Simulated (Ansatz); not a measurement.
# Rb: strong compression

Aim: compress Rb (hcp type) step by step, far beyond the usual range, and follow pressure and electronic structure. Methods of the runs shown: PAW.

Method: DFT PBE, with the methods named in each step, in Ansatz 0.2.0.

### Step 1. The system as given

Symmetry: P6_3/mmc, No. 194, hexagonal system. Conventional cell: a = 5.066 Å, b = 5.066 Å, c = 8.208 Å, α = 90.00°, β = 90.00°, γ = 120.00°.

Coordinates:

```
CELL_PARAMETERS angstrom
5.06647 0.00000 0.00000
-2.53324 4.38769 0.00000
0.00000 0.00000 8.20769
ATOMIC_POSITIONS crystal
Rb 0.33333 0.66667 0.25000
Rb 0.66667 0.33333 0.75000
```

Whether this phase is the stable one at these pressures isn't tested.

Atoms are numbered in the order of the input: Rb1, Rb2.

### Step 2. Cell relaxed at zero pressure, PAW

Input file input.yaml:

```yaml
crystal:
  lattice:
    - [5.0664732571, 0.0, 0.0]
    - [-2.5332366285, 4.3876945482, 0.0]
    - [0.0, 0.0, 8.2076866765]
  atoms:
    - { symbol: Rb, position: [0.3333333333, 0.6666666667, 0.25] }
    - { symbol: Rb, position: [0.6666666667, 0.3333333333, 0.75] }
kpoints:
  mp_grid: { grid: [9, 9, 5] }
scf:
  occupations: { method: fermi_dirac, width: 0.08 }
hamiltonian:
  xc: pbe
  pseudopotentials: { kind: paw }
output:
  forces: true
  stress: true
relax:
  f_tol: 0.005
  max_steps: 40
  cell: {}
```

Launch:

```sh
$ ansatz run input.yaml --threads 1 --pin off --max-ram 2048MiB --backend cpu --events-out ev --progress --plain --runs-dir out
```

The runs that follow: Volume scaled by 1, PAW; Shape and atoms relaxed at 0.92 of the volume, PAW; Volume scaled by 0.92, PAW; Volume scaled by 0.92, PAW (source ansatz); Shape and atoms relaxed at 0.84 of the volume, PAW; Volume scaled by 0.84, PAW; Shape and atoms relaxed at 0.76 of the volume, PAW; Volume scaled by 0.76, PAW; Shape and atoms relaxed at 0.68 of the volume, PAW; Volume scaled by 0.68, PAW; Shape and atoms relaxed at 0.6 of the volume, PAW; Volume scaled by 0.6, PAW; Shape and atoms relaxed at 0.52 of the volume, PAW; Volume scaled by 0.52, PAW; Shape and atoms relaxed at 0.45 of the volume, PAW; Volume scaled by 0.45, PAW; Volume scaled by 0.45, PAW (cutoff 1000 eV).

Before running it: what results should come out? Wanted: PAW pressure at 0.45 of the volume; fitted bulk modulus at zero pressure.

**Answer**, as computed:

| quantity | value |
| --- | --- |
| PAW pressure at 0.45 of the volume | 8.7 GPa |
| PAW (cutoff 1000 eV) pressure at 0.45 of the volume | 8.7 GPa |
| fitted bulk modulus at zero pressure (PAW) | 2.9 GPa |
| its pressure derivative | 3.53 |

What this shows: At 0.45 of the starting volume PAW gives 8.7 GPa. One third-order Birch-Murnaghan curve follows these points (B₀ = 2.9 GPa, B′ = 3.53, misfit at most 0.02 GPa). A fit over so wide a range leans to the high pressures, so B₀ can be off by several per cent. No all-electron run checks these rows here, and frozen cores can fail under such compression. The ions are at rest, and the electrons smeared by 0.08 eV.
